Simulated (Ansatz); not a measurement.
# SCF log, Fe

Fe is taken as an experimental structure (space group Fm-3m, primitive cell doubled), 2 atoms in the cell. Source: COD entry 9014113, which need not be the ambient phase.

Level of theory: DFT, PBE, PAW, plane waves, scalar-relativistic (Ansatz).

The input:

```yaml
crystal:
  lattice:
    - [0.0, 1.734, 1.734]
    - [3.468, 0.0, 3.468]
    - [1.734, 1.734, 0.0]
  atoms:
    - { symbol: Fe, position: [0.0, 0.0, 0.0], spin: 4.0 }
    - { symbol: Fe, position: [0.0, 0.5, 0.0], spin: 4.0 }
magnetization:
  spin_polarized: true
hamiltonian:
  xc: pbe
  pseudopotentials: { kind: paw }
basis:
  ecutwfc: 420
kpoints:
  mp_grid: { grid: [15, 8, 15] }
scf:
  occupations: { method: fermi_dirac, width: 0.1 }
output:
  forces: true
  stress: true
```

Output (shortened):

```
Warning: crystal.symmetry: narrowed to the stabiliser of the k-point mesh — unitary ops 24 → 8; excluded 16 operations that carry a point of the 15×8×15 mesh (shift [0, 0, 0]) off the mesh (the run samples exactly the mesh kpoints.mp_grid names, as under crystal.symmetry.detect: false, and its converged state has the mesh's symmetry, not the crystal's; [...]
Pseudopotentials: kind: paw
Pseudopotential: Fe, paw, valence charge 16, recommended cutoff 420 eV (normal), Fe.paw.azcp
Functional definition: PBE
Crystal: 2 atoms, lattice volume = 20.855 Å³
Basis set: ecut = 420 eV, 391 PW (Γ), exchange–correlation on 36×72×36 points (8 copies of the dense FFT grid, shifted against one another)
Bands: 24, of which v1, the nominal top of the filled ones, is band 16 counted from 1 (15 counted from 0)
Symmetry: 8 space group operations
k-points: 488 of 1800
Non-local potential: Fe, projectors of the file, l = 0: 3, l = 1: 2, l = 2: 3, l = 3: 1
Initial density: superposition of atomic densities (chi_scale 0.1, normalization cell)
Starting moments: Σ|m| = 8 μB on 2 of 2 sites
Initial wavefunctions: pseudopotential atomic-orbital guess
Functional: x = pbe(κ = 0.804, μ = 0.2195149727645171), c = pbe(β = 0.06672455060314922)
SCF iter   1: F=—  HF=-8963.776325 eV  |F-HF|=—  |Δ(HF+E_count)|=         —  Δρ=4.07e-1 (↑4.07e-1 ↓2.42e-1)  dr2=4.64e0  dr2_m=1.98e1  M=2.207 μB ∫|m|=2.247 μB  β_m=0.30  ethr=3.10e-3  ⟨swp⟩=4.6  Hψ=84612  notcnv=0
Mixer restart at iter 1: flushing history
preconditioner: auto → none  [metal: Δε(μ)=0.000 eV  Ē_g=10.458 eV  σ=0.100 eV  W_gap=0.00  n_scr=2 (ndim 8)  ℏωp=32.5 eV  f_vac=0.000  D(μ)=2.80/eV (n_scr^D=36)  sad-step TF]
SCF iter   2: F=—  HF=-8960.337064 eV  |F-HF|=—  |Δ(HF+E_count)|=    3.44e0  Δρ=2.14e-1 (↑2.14e-1 ↓1.68e-1)  dr2=4.62e-1  dr2_m=6.91e0  M=2.706 μB ∫|m|=2.756 μB  β_m=0.49  ethr=3.10e-3  ⟨swp⟩=3.2  Hψ=49848  notcnv=0  defer=736
SCF iter   3: F=—  HF=-8961.011169 eV  |F-HF|=—  |Δ(HF+E_count)|=   6.74e-1  Δρ=1.41e-1 (↑1.41e-1 ↓6.83e-2)  dr2=8.60e-1  dr2_m=2.04e0  M=2.053 μB ∫|m|=2.126 μB  β_m=0.48  ethr=1.44e-3  ⟨swp⟩=3.1  Hψ=44938  notcnv=0  defer=738
SCF iter   4: F=—  HF=-8960.703165 eV  |F-HF|=—  |Δ(HF+E_count)|=   3.08e-1  Δρ=1.70e-2 (↑5.35e-3 ↓1.70e-2)  dr2=1.84e-2  dr2_m=2.31e-2  M=2.074 μB ∫|m|=2.166 μB  β_m=0.74  ethr=1.44e-3  ⟨swp⟩=2.7  Hψ=44376  notcnv=0  defer=799
SCF iter   5: F=—  HF=-8960.739157 eV  |F-HF|=—  |Δ(HF+E_count)|=   3.60e-2  Δρ=3.67e-3 (↑3.65e-3 ↓3.67e-3)  dr2=5.53e-3  dr2_m=5.12e-4  M=1.906 μB ∫|m|=1.989 μB  β_m=0.87  ethr=5.75e-5  ⟨swp⟩=2.2  Hψ=41347  notcnv=0  defer=790
SCF iter   6: F=—  HF=-8960.738566 eV  |F-HF|=—  |Δ(HF+E_count)|=   5.92e-4  Δρ=2.44e-3 (↑2.44e-3 ↓1.39e-3)  dr2=1.88e-3  dr2_m=9.30e-5  M=1.848 μB ∫|m|=1.918 μB  β_m=0.87  ethr=1.73e-5  ⟨swp⟩=2.5  Hψ=37296  notcnv=0  defer=763
SCF iter   7: F=—  HF=-8960.738528 eV  |F-HF|=—  |Δ(HF+E_count)|=   3.79e-5  Δρ=1.16e-3 (↑1.16e-3 ↓2.48e-4)  dr2=1.57e-4  dr2_m=7.52e-5  M=1.861 μB ∫|m|=1.931 μB  β_m=0.93  ethr=5.88e-6  ⟨swp⟩=1.7  Hψ=27211  notcnv=0  defer=764
SCF iter   8: F=—  HF=-8960.738501 eV  |F-HF|=—  |Δ(HF+E_count)|=   2.62e-5  Δρ=3.99e-4 (↑3.99e-4 ↓3.40e-4)  dr2=6.70e-7  dr2_m=2.60e-5  M=1.860 μB ∫|m|=1.930 μB  β_m=0.97  ethr=4.91e-7  ⟨swp⟩=2.3  Hψ=32671  notcnv=0  defer=769
SCF iter   9: F=—  HF=-8960.738502 eV  |F-HF|=—  |Δ(HF+E_count)|=   2.03e-7  Δρ=6.17e-5 (↑6.17e-5 ↓5.72e-5)  dr2=8.90e-9  dr2_m=6.73e-7  M=1.857 μB ∫|m|=1.926 μB  β_m=0.98  ethr=2.09e-9  ⟨swp⟩=2.0  Hψ=40030  notcnv=0  defer=769
SCF iter  10: F=—  HF=-8960.738502 eV  |F-HF|=—  |Δ(HF+E_count)|=   5.54e-8  Δρ=3.35e-6 (↑3.30e-6 ↓3.35e-6)  dr2=1.76e-9  dr2_m=5.14e-10  M=1.857 μB ∫|m|=1.925 μB  β_m=0.90  ethr=2.78e-11  ⟨swp⟩=2.0  Hψ=40286  notcnv=0  defer=769
SCF iter  11: F=-8960.738502 eV  HF=-8960.738502 eV  |F-HF|=1.15e-10  |Δ(HF+E_count)|=  8.99e-10  Δρ=1.40e-6 (↑1.40e-6 ↓9.15e-7)  dr2=3.10e-10  dr2_m=9.74e-11  M=1.857 μB ∫|m|=1.925 μB  ethr=5.51e-12  ⟨swp⟩=1.1  Hψ=66502  notcnv=0
SCF 1 converged in 11 iterations: F = -8960.738502 eV  dr2 = 3.10e-10
  greatest PAW one-centre occupation: 1.000 electrons in one spin orbital (limit 2), on the Fe atom at site 1 (counted from 0), in its partial waves of l = 0
Initial density: read from a saved state, or passed on in memory by an earlier SCF of this step, an earlier step, the calling program or the single point that the run made first
Starting moments: Σ|m| = 8 μB on 2 of 2 sites; this step starts from the density that it was given
Initial wavefunctions: those read from a saved state, or passed on in memory by an earlier step or the calling program
iter 1 solved again at ethr=1.00e-12 eV; its pass at ethr=3.13e-6 eV (dr2=3.09e-10 eV) is discarded
SCF iter   1: F=—  HF=-8960.738502 eV  |F-HF|=—  |Δ(HF+E_count)|=         —  Δρ=1.40e-6 (↑1.40e-6 ↓9.16e-7)  dr2=3.09e-10  dr2_m=9.73e-11  M=1.857 μB ∫|m|=1.925 μB  ethr=1.00e-12  ⟨swp⟩=1.0  Hψ=116091  notcnv=0
preconditioner: auto → none  [metal: Δε(μ)=0.002 eV  Ē_g=10.630 eV  σ=0.100 eV  W_gap=0.00  n_scr=2 (ndim 8)  ℏωp=32.5 eV  f_vac=0.000  D(μ)=3.08/eV (n_scr^D=48)]
SCF iter   2: F=—  HF=-8960.716897 eV  |F-HF|=—  |Δ(HF+E_count)|=   2.16e-2  Δρ=4.99e-2 (↑4.99e-2 ↓1.38e-2)  dr2=2.14e-1  dr2_m=1.75e-1  M=2.856 μB ∫|m|=3.000 μB  ethr=3.13e-6  ⟨swp⟩=1.2  Hψ=115344  notcnv=0
SCF iter   3: F=—  HF=-8960.738564 eV  |F-HF|=—  |Δ(HF+E_count)|=   2.17e-2  Δρ=2.75e-3 (↑8.40e-4 ↓2.75e-3)  dr2=1.47e-3  dr2_m=2.21e-4  M=1.766 μB ∫|m|=1.830 μB  ethr=3.97e-6  ⟨swp⟩=1.0  Hψ=69459  notcnv=0
SCF iter   4: F=-8960.738502 eV  HF=-8960.738502 eV  |F-HF|=3.76e-8  |Δ(HF+E_count)|=   6.20e-5  Δρ=1.58e-5 (↑1.05e-5 ↓1.58e-5)  dr2=4.22e-8  dr2_m=1.39e-8  M=1.856 μB ∫|m|=1.925 μB  ethr=3.13e-10  ⟨swp⟩=2.0  Hψ=70022  notcnv=0
an SCF towards Hund's moment on open shells that bore less, with the run's symmetry operations kept, reached no lower state that the run goes on to. This is no proof of a minimum
SCF converged after 11 iterations
Magnetization: 1.8565 μB (16.9283 up, 15.0717 down)
Absolute magnetization: 1.9254 μB (∫|ρ↑−ρ↓|, with the PAW one-centre terms)
Spin contamination: 0.0384 ħ² per cell (⟨S²⟩ above its minimum at these occupations)
Per-site moments (μB) at R_I (Å): [(0.9379, 1.0115), (0.9379, 1.0115)]
Free energy (F): -8960.738502 eV
Harris-Foulkes:  -8960.738502 eV  (|F-HF|=1.15e-10)
Internal energy: -8960.636262 eV  (E = F + TS)
E sigma→0 (E₀):  -8960.687382 eV
Entropy (-TS):   -0.102239 eV (-51.120 meV/atom)
Fermi energy:    20.568073 eV
--- Per-component energies (eV) ---
  E_band       = -367.655889
  E_kinetic    = 708.242685
  E_local      = -3909.381967  (includes V_loc(G=0)·N_el)
  E_nonlocal   = 429.084765
  E_hartree    = 1651.464276
  E_xc         = -238.344995
  E_vxc        = -307.111479  (∫ρ·V_xc dr)
  E_paw        = -2728.225413  (= ΣΔE_a)
  E_vpaw       = -591.418956  (= ΣTr[D̂ρ^β])
  E_aug_tail   = 0.001734  (compensation charges beyond the density's cutoff)
  E_ewald      = -4873.477347
  E_smearing   = -0.102239  (= −TS)
  E_closure    = 0.000000  (closes the sum)
  Σ components = -8960.738502   (vs F -8960.738502, Δ=0.00e0)
--- Forces (eV/Å), atoms counted from 1 ---
  atom   1  Fe     0.00000000     0.00000000     0.00000000
  atom   2  Fe     0.00000000     0.00000000     0.00000000
  max |Σ_I F_I| component: 4.58e-29 eV/Å
--- Stress (GPa, compression-positive) ---
        2.565050       0.042387      -0.040537
        0.042389       2.552916       0.042389
       -0.040537       0.042387       2.565050
  P = ⅓ Tr σ = 2.5610 GPa (25.610 kbar)
```

Among 13 converged runs of this cell from various starts and settings, this end is the lowest found.

The mesh has less symmetry than the lattice, which lowers the symmetry of the run.

The run took 64 s on 2 threads of Intel(R) Xeon(R) Platinum 8259CL CPU @ 2.50GHz, on a shared host, peak memory 1.8 GiB.
